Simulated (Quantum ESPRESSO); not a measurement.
# ZnCu2SnS4 (I-4) in Quantum ESPRESSO: band structure with PBEsol

Aim: the band structure of ZnCu2SnS4 with PBEsol.

All numbers are computed with Quantum ESPRESSO 7.5; they aren't measurements. Logs are shortened: lines on timing, memory, paths and dates and some standing lists are left out, and cuts for length are marked.

### 1 Starting point

The structure is tetragonal, space group I-4 (No. 82). Conventional cell: a = 5.434 Å, b = 5.434 Å, c = 10.850 Å, α = 90.00°, β = 90.00°, γ = 90.00°. Around Sn (site symmetry -4) lie 4 S at 2.41 Å. Zn (site symmetry -4) is surrounded by 4 S at 2.33 Å. Cu (site symmetry -4) has 4 S at 2.33 Å as nearest neighbours. Cu (site symmetry -4) is surrounded by 4 S at 2.33 Å. S (site symmetry 1) is surrounded by 1 Zn at 2.33 Å and 2 Cu at 2.33 Å and 1 Sn at 2.41 Å.

### 2 Band structure, PBEsol

pw.in reads:

```
&CONTROL
  calculation = 'scf'
  prefix = 'pwscf'
  outdir = './tmp'
  pseudo_dir = './pseudo'
  tprnfor = .true.
  tstress = .true.
  disk_io = 'low'
/
&SYSTEM
  ibrav = 0
  celldm(1) = 8
  nat = 8
  ntyp = 4
  ecutwfc = 68
  ecutrho = 544
  nbnd = 62
  occupations = 'smearing'
  smearing = 'fd'
  degauss = 0.00367493
/
&ELECTRONS
  conv_thr = 1.6d-09
  electron_maxstep = 120
  mixing_beta = 0.5
/
ATOMIC_SPECIES
Sn   118.7100 sn_pbesol_v1.4.uspp.F.UPF
Zn    65.3800 zn_pbesol_v1.uspp.F.UPF
Cu    63.5460 cu_pbesol_v1.2.uspp.F.UPF
S     32.0600 s_pbesol_v1.4.uspp.F.UPF
CELL_PARAMETERS alat
 -0.6418218566526   0.6418218566526   1.2814232851087
  0.6418218566526  -0.6418218566526   1.2814232851087
  0.6418218566526   0.6418218566526  -1.2814232851087
ATOMIC_POSITIONS crystal
Sn     0.5000000000    0.5000000000    0.0000000000
Zn     0.2500000000    0.7500000000    0.5000000000
Cu     0.7500000000    0.2500000000    0.5000000000
Cu     0.0000000000    0.0000000000    0.0000000000
S      0.6279900000    0.6283900000    0.5128000000
S      0.8848100000    0.3720100000    0.0004000000
S      0.1155900000    0.1151900000    0.4872000000
S      0.3716100000    0.8844100000    0.9996000000
K_POINTS automatic
6 6 6 0 0 0
```

bands.in reads:

```
&CONTROL
  calculation = 'bands'
  prefix = 'pwscf'
  outdir = './tmp'
  pseudo_dir = './pseudo'
  disk_io = 'low'
  verbosity = 'high'
/
&SYSTEM
  ibrav = 0
  celldm(1) = 8
  nat = 8
  ntyp = 4
  ecutwfc = 68
  ecutrho = 544
  nbnd = 62
  occupations = 'smearing'
  smearing = 'fd'
  degauss = 0.00367493
/
&ELECTRONS
  conv_thr = 1d-08
  electron_maxstep = 120
  mixing_beta = 0.5
  diago_full_acc = .true.
  startingwfc = 'random'
/
ATOMIC_SPECIES
Sn   118.7100 sn_pbesol_v1.4.uspp.F.UPF
Zn    65.3800 zn_pbesol_v1.uspp.F.UPF
Cu    63.5460 cu_pbesol_v1.2.uspp.F.UPF
S     32.0600 s_pbesol_v1.4.uspp.F.UPF
CELL_PARAMETERS alat
 -0.6418218566526   0.6418218566526   1.2814232851087
  0.6418218566526  -0.6418218566526   1.2814232851087
  0.6418218566526   0.6418218566526  -1.2814232851087
ATOMIC_POSITIONS crystal
Sn     0.5000000000    0.5000000000    0.0000000000
Zn     0.2500000000    0.7500000000    0.5000000000
Cu     0.7500000000    0.2500000000    0.5000000000
Cu     0.0000000000    0.0000000000    0.0000000000
S      0.6279900000    0.6283900000    0.5128000000
S      0.8848100000    0.3720100000    0.0004000000
S      0.1155900000    0.1151900000    0.4872000000
S      0.3716100000    0.8844100000    0.9996000000
K_POINTS crystal
60
 0.0000000000  0.0000000000  0.0000000000 1
 0.0000000000  0.0000000000  0.0625000000 1
 0.0000000000  0.0000000000  0.1250000000 1
 0.0000000000  0.0000000000  0.1875000000 1
 0.0000000000  0.0000000000  0.2500000000 1
 0.0000000000  0.0000000000  0.3125000000 1
 0.0000000000  0.0000000000  0.3750000000 1
 0.0000000000  0.0000000000  0.4375000000 1
 0.0000000000  0.0000000000  0.5000000000 1
-0.1254335710  0.1254335710  0.5000000000 1
-0.1722543746  0.1722543746  0.4531791964 1
-0.2190751783  0.2190751783  0.4063583928 1
-0.2658959819  0.2658959819  0.3595375891 1
-0.3127167855  0.3127167855  0.3127167855 1
-0.2736271873  0.2736271873  0.2736271873 1
-0.2345375891  0.2345375891  0.2345375891 1
-0.1954479909  0.1954479909  0.1954479909 1
-0.1563583928  0.1563583928  0.1563583928 1
-0.1172687946  0.1172687946  0.1172687946 1
-0.0781791964  0.0781791964  0.0781791964 1
-0.0390895982  0.0390895982  0.0390895982 1
 0.0000000000  0.0000000000  0.0000000000 1
 0.0833333333  0.0833333333 -0.0833333333 1
 0.1666666667  0.1666666667 -0.1666666667 1
 0.2500000000  0.2500000000 -0.2500000000 1
 0.3333333333  0.3333333333 -0.3333333333 1
 0.4166666667  0.4166666667 -0.4166666667 1
 0.5000000000  0.5000000000 -0.5000000000 1
 0.4625433571  0.5374566429 -0.4625433571 1
 0.4250867142  0.5749132858 -0.4250867142 1
 0.3876300713  0.6123699287 -0.3876300713 1
 0.3501734284  0.6498265716 -0.3501734284 1
 0.3127167855  0.6872832145 -0.3127167855 1
 0.2084778570  0.6248554763 -0.2084778570 1
 0.1042389285  0.5624277382 -0.1042389285 1
 0.0000000000  0.5000000000  0.0000000000 1
 0.0357142857  0.4642857143  0.0357142857 1
 0.0714285714  0.4285714286  0.0714285714 1
 0.1071428571  0.3928571429  0.1071428571 1
 0.1428571429  0.3571428571  0.1428571429 1
 0.1785714286  0.3214285714  0.1785714286 1
 0.2142857143  0.2857142857  0.2142857143 1
 0.2500000000  0.2500000000  0.2500000000 1
 0.3125000000  0.3125000000  0.1561416072 1
 0.3750000000  0.3750000000  0.0622832145 1
 0.4375000000  0.4375000000 -0.0315751783 1
 0.5000000000  0.5000000000 -0.1254335710 1
 0.5000000000  0.5000000000 -0.1670520631 1
 0.5000000000  0.5000000000 -0.2086705552 1
 0.5000000000  0.5000000000 -0.2502890473 1
 0.5000000000  0.5000000000 -0.2919075395 1
 0.5000000000  0.5000000000 -0.3335260316 1
 0.5000000000  0.5000000000 -0.3751445237 1
 0.5000000000  0.5000000000 -0.4167630158 1
 0.5000000000  0.5000000000 -0.4583815079 1
 0.5000000000  0.5000000000 -0.5000000000 1
 0.0000000000  0.0000000000  0.5000000000 1
 0.0833333333  0.0833333333  0.4166666667 1
 0.1666666667  0.1666666667  0.3333333333 1
 0.2500000000  0.2500000000  0.2500000000 1
```

Potentials or basis: GBRV 1.5 PBEsol.

Launch:

```sh
$ OMP_NUM_THREADS=1 mpirun -n 2 pw.x -nk 2 -in pw.in > pw.out
$ OMP_NUM_THREADS=1 mpirun -n 2 pw.x -nk 2 -in bands.in > bands.out
```

pw.out:

```text
This program is part of the open-source Quantum ESPRESSO suite
     for quantum simulation of materials; please cite
         "P. Giannozzi et al., J. Phys.:Condens. Matter 21 395502 (2009);
         "P. Giannozzi et al., J. Phys.:Condens. Matter 29 465901 (2017);
         "P. Giannozzi et al., J. Chem. Phys. 152 154105 (2020);
     in publications or presentations arising from this work. More details at

     Message from routine setup:
     using ibrav=0 with symmetry is DISCOURAGED, use correct ibrav instead

     K-points division:     npool     =       2
     Subspace diagonalization in iterative solution of the eigenvalue problem:
     a serial algorithm will be used

     G-vector sticks info
     --------------------
     sticks:   dense  smooth     PW     G-vecs:    dense   smooth      PW
     Sum        6445    3207   1001               231697    81709   14009

     Using Slab Decomposition

     bravais-lattice index     =            0
     lattice parameter (alat)  =       8.0000  a.u.
     unit-cell volume          =    1081.0644 (a.u.)^3
     number of atoms/cell      =            8
     number of atomic types    =            4
     number of electrons       =        96.00
     number of Kohn-Sham states=           62
     kinetic-energy cutoff     =      68.0000  Ry
     charge density cutoff     =     544.0000  Ry
     scf convergence threshold =      1.6E-09
     mixing beta               =       0.5000
     number of iterations used =            8  plain     mixing
     Exchange-correlation= SLA  PW   PSX  PSC
                           (   1   4  10   8   0   0   0)

     celldm(1)=   8.000000  celldm(2)=   0.000000  celldm(3)=   0.000000
     celldm(4)=   0.000000  celldm(5)=   0.000000  celldm(6)=   0.000000

     crystal axes: (cart. coord. in units of alat)
               a(1) = (  -0.641822   0.641822   1.281423 )
               a(2) = (   0.641822  -0.641822   1.281423 )
               a(3) = (   0.641822   0.641822  -1.281423 )

     reciprocal axes: (cart. coord. in units 2 pi/alat)
               b(1) = ( -0.000000  0.779032  0.390191 )
               b(2) = (  0.779032 -0.000000  0.390191 )
               b(3) = (  0.779032  0.779032  0.000000 )

     PseudoPot. # 1 for Sn read from file:
     sn_pbesol_v1.4.uspp.F.UPF
     Pseudo is Ultrasoft + core correction, Zval = 14.0
     Generated by new atomic code, or converted to UPF format
     Using radial grid of  891 points,  6 beta functions with:
                l(1) =   0
                l(2) =   0
                l(3) =   1
                l(4) =   1
                l(5) =   2
                l(6) =   2
     Q(r) pseudized with  8 coefficients,  rinner =    1.350   1.350   1.350
                                                       1.350   1.350

     PseudoPot. # 2 for Zn read from file:
     zn_pbesol_v1.uspp.F.UPF
     Pseudo is Ultrasoft, Zval = 20.0
     Generated by new atomic code, or converted to UPF format
     Using radial grid of  943 points,  6 beta functions with:
                l(1) =   0
                l(2) =   0
                l(3) =   1
                l(4) =   1
                l(5) =   2
                l(6) =   2
     Q(r) pseudized with  8 coefficients,  rinner =    1.100   1.100   1.100
                                                       1.100   1.100

     PseudoPot. # 3 for Cu read from file:
     cu_pbesol_v1.2.uspp.F.UPF
     Pseudo is Ultrasoft + core correction, Zval = 19.0
     Generated by new atomic code, or converted to UPF format
     Using radial grid of  867 points,  6 beta functions with:
                l(1) =   0
                l(2) =   0
                l(3) =   1
                l(4) =   1
                l(5) =   2
                l(6) =   2
     Q(r) pseudized with  8 coefficients,  rinner =    1.150   1.150   1.150
                                                       1.150   1.150

     PseudoPot. # 4 for S  read from file:
     s_pbesol_v1.4.uspp.F.UPF
     Pseudo is Ultrasoft + core correction, Zval =  6.0
     Generated by new atomic code, or converted to UPF format
     Using radial grid of  907 points,  6 beta functions with:
                l(1) =   0
                l(2) =   0
                l(3) =   1
                l(4) =   1
                l(5) =   2
                l(6) =   2
     Q(r) pseudized with  8 coefficients,  rinner =    1.300   1.300   1.300
                                                       1.300   1.300

     atomic species   valence    mass     pseudopotential
     Sn               14.00   118.71000     Sn( 1.00)
     Zn               20.00    65.38000     Zn( 1.00)
     Cu               19.00    63.54600     Cu( 1.00)
     S                 6.00    32.06000     S ( 1.00)

      4 Sym. Ops. (no inversion) found

   Cartesian axes

     site n.     atom                  positions (alat units)
         1        Sn     tau(   1) = (   0.0000000   0.0000000   1.2814233  )
         2        Zn     tau(   2) = (   0.6418219   0.0000000   0.6407116  )
         3        Cu     tau(   3) = (   0.0000000   0.6418219   0.6407116  )
         4        Cu     tau(   4) = (   0.0000000   0.0000000   0.0000000  )
         5        S      tau(   5) = (   0.3293830   0.3288695   0.9528407  )
         6        S      tau(   6) = (  -0.3288695   0.3293830   1.6100058  )
         7        S      tau(   7) = (   0.3124389   0.3129523  -0.3285826  )
         8        S      tau(   8) = (   0.9706914   0.3124389   0.3285826  )

     number of k points=    36  Fermi-Dirac smearing, width (Ry)=  0.0037
                       cart. coord. in units 2pi/alat
        k(    1) = (   0.0000000   0.0000000   0.0000000), wk =   0.0092593
        k(    2) = (   0.1298387   0.1298387   0.0000000), wk =   0.0370370
        k(    3) = (   0.2596775   0.2596775   0.0000000), wk =   0.0370370
        k(    4) = (  -0.3895162  -0.3895162   0.0000000), wk =   0.0185185
        k(    5) = (   0.1298387  -0.0000000   0.0650319), wk =   0.0740741
        k(    6) = (   0.2596775   0.1298387   0.0650319), wk =   0.0740741
[... 28 lines left out ...]
        k(   35) = (  -0.2596775  -0.6491936   0.0650319), wk =   0.0740741
        k(   36) = (   0.3895162   0.1298387   0.0000000), wk =   0.0370370

     Dense  grid:   231697 G-vectors     FFT dimensions: (  96,  96,  96)

     Smooth grid:    81709 G-vectors     FFT dimensions: (  72,  72,  72)

     Initial potential from superposition of free atoms

     starting charge      92.9997, renormalised to      96.0000
     Starting wfcs are   64 randomized atomic wfcs

     Self-consistent Calculation

     iteration #  1     ecut=    68.00 Ry     beta= 0.50
     Davidson diagonalization with overlap
     ethr =  1.00E-02,  avg # of iterations =  4.8

     total energy              =   -1458.56742027 Ry
     estimated scf accuracy    <      96.50519917 Ry

     iteration #  2     ecut=    68.00 Ry     beta= 0.50
     Davidson diagonalization with overlap
     ethr =  1.00E-02,  avg # of iterations =  5.3
[... 120 lines left out ...]
     total energy              =   -1523.50556763 Ry
     estimated scf accuracy    <          2.2E-09 Ry

     iteration # 20     ecut=    68.00 Ry     beta= 0.50
     Davidson diagonalization with overlap
     ethr =  2.28E-12,  avg # of iterations =  2.1

     End of self-consistent calculation

          k = 0.0000 0.0000 0.0000 ( 10303 PWs)   bands (ev):

  -117.5806-103.1884-103.1578 -71.9147 -71.9147 -71.9012 -60.8011 -60.7358
   -60.7358 -60.7349 -60.7349 -60.7080 -14.1627 -14.1588 -14.1588 -14.0693
   -14.0619  -6.4893  -4.9227  -4.9094  -4.9094  -0.0730   0.9012   0.9743
     0.9743   0.9792   1.0753   2.3635   3.0728   3.1301   3.5283   3.5283
     3.6056   4.3596   4.3596   4.8705   4.8705   4.8838   6.0366   6.0714
     6.2804   6.5142   6.5277   6.5277   6.6788   7.9954   7.9954   8.0752
     8.3044  10.0064  10.9049  11.8110  11.8110  12.8967  12.8969  13.1877
    13.1877  13.6002  14.8382  14.8382  14.8775  15.0538
[... 377 lines left out ...]
  -117.5805-103.1884-103.1578 -71.9147 -71.9147 -71.9012 -60.8011 -60.7358
   -60.7358 -60.7349 -60.7349 -60.7080 -14.1634 -14.1593 -14.1588 -14.0685
   -14.0615  -5.9044  -5.3390  -5.2340  -4.9591   0.0746   0.8380   0.9284
     1.0234   1.0437   1.1556   2.0799   2.7522   2.9595   3.3746   3.9799
     4.0846   4.2108   4.4117   4.7969   4.9044   4.9813   6.1873   6.2270
     6.3030   6.5191   6.6375   6.6844   6.8119   7.2387   7.3705   7.5454
     9.6342  11.0142  11.2281  12.0102  12.1817  12.6460  13.3665  13.4224
    13.8550  14.0723  14.5451  14.6605  14.9158  15.0302

     the Fermi energy is     8.2200 ev

!    total energy              =   -1523.50556763 Ry
     estimated scf accuracy    <          1.8E-10 Ry
     smearing contrib. (-TS)   =      -0.00004514 Ry
     internal energy E=F+TS    =   -1523.50552249 Ry

     The total energy is F=E-TS. E is the sum of the following terms:
     one-electron contribution =   -1305.14376073 Ry
     hartree contribution      =     690.89185952 Ry
     xc contribution           =    -194.69619121 Ry
     ewald contribution        =    -714.55743006 Ry

     convergence has been achieved in  20 iterations

     Forces acting on atoms (cartesian axes, Ry/au):

     atom    1 type  1   force =     0.00000000    0.00000000    0.00000000
     atom    2 type  2   force =     0.00000000    0.00000000    0.00000000
     atom    3 type  3   force =     0.00000000    0.00000000   -0.00000000
     atom    4 type  3   force =    -0.00000000   -0.00000000    0.00000000
     atom    5 type  4   force =     0.00647786    0.02310239   -0.00827199
     atom    6 type  4   force =    -0.02310239    0.00647786    0.00827199
     atom    7 type  4   force =    -0.00647786   -0.02310239   -0.00827199
     atom    8 type  4   force =     0.02310239   -0.00647786    0.00827199

     Total force =     0.050759     Total SCF correction =     0.000009

     Computing stress (Cartesian axis) and pressure

          total   stress  (Ry/bohr**3)                   (kbar)     P=      -17.17
  -0.00011455   0.00000000   0.00000000          -16.85        0.00        0.00
  -0.00000000  -0.00011455   0.00000000           -0.00      -16.85        0.00
  -0.00000000   0.00000000  -0.00012108           -0.00        0.00      -17.81

=------------------------------------------------------------------------------=
   JOB DONE.
=------------------------------------------------------------------------------=
```

It took 27 min on 2 MPI ranks of Arm Neoverse V2, shared host; peak memory 1.4 GiB.

Results:

- Free energy: -20728.3492 eV
- Pressure: -1.7 GPa
- Largest force: 0.653 eV/Å
- Band gap on the k mesh: 0.23 eV, direct
- Band gap along the path: 0.23 eV, direct

Forces on the atoms (eV/Å):
```
Sn   0.000  0.000  0.000
Zn   0.000  0.000  0.000
Cu   0.000  0.000  0.000
Cu   0.000  0.000  0.000
S    0.167  0.594 -0.213
S   -0.594  0.167  0.213
S   -0.167 -0.594 -0.213
S    0.594 -0.167  0.213
```

Stress tensor (GPa, compression positive):
```
-1.69  0.00  0.00
 0.00 -1.69  0.00
 0.00  0.00 -1.78
```

Levels at the corners of the path, in eV from the valence-band top:
```csv
point,band 44,band 45,band 46,band 47,band 48,band 49,band 50,band 51,band 52,band 53
Γ,-1.55,-1.40,-0.08,-0.08,0.00,0.23,1.93,2.83,3.74,3.74
X,-1.22,-0.78,-0.66,-0.49,-0.41,0.79,2.24,3.10,4.11,4.29
Y,-1.22,-0.81,-0.71,-0.65,-0.58,1.02,2.45,3.52,3.84,4.11
S,-1.45,-1.27,-1.06,-0.67,-0.54,1.67,2.40,3.09,3.83,4.06
Γ,-1.55,-1.40,-0.08,-0.08,0.00,0.23,1.93,2.83,3.74,3.74
Z,-1.13,-1.13,-1.05,-0.83,-0.83,1.48,1.97,1.97,2.36,3.23
S1,-1.45,-1.27,-1.06,-0.67,-0.54,1.67,2.40,3.09,3.83,4.06
N,-1.25,-1.13,-1.07,-1.01,-0.49,1.75,3.10,3.24,4.19,4.28
P,-1.25,-0.76,-0.75,-0.58,-0.53,1.05,2.81,2.98,3.40,4.51
Y1,-1.22,-0.81,-0.71,-0.65,-0.58,1.02,2.45,3.52,3.84,4.11
Z,-1.13,-1.13,-1.05,-0.83,-0.83,1.48,1.97,1.97,2.36,3.23
X,-1.22,-0.78,-0.66,-0.49,-0.41,0.79,2.24,3.10,4.11,4.29
P,-1.25,-0.76,-0.75,-0.58,-0.53,1.05,2.81,2.98,3.40,4.51
```

Caveat: spin-orbit coupling is left out, which moves the levels of the heavy elements.
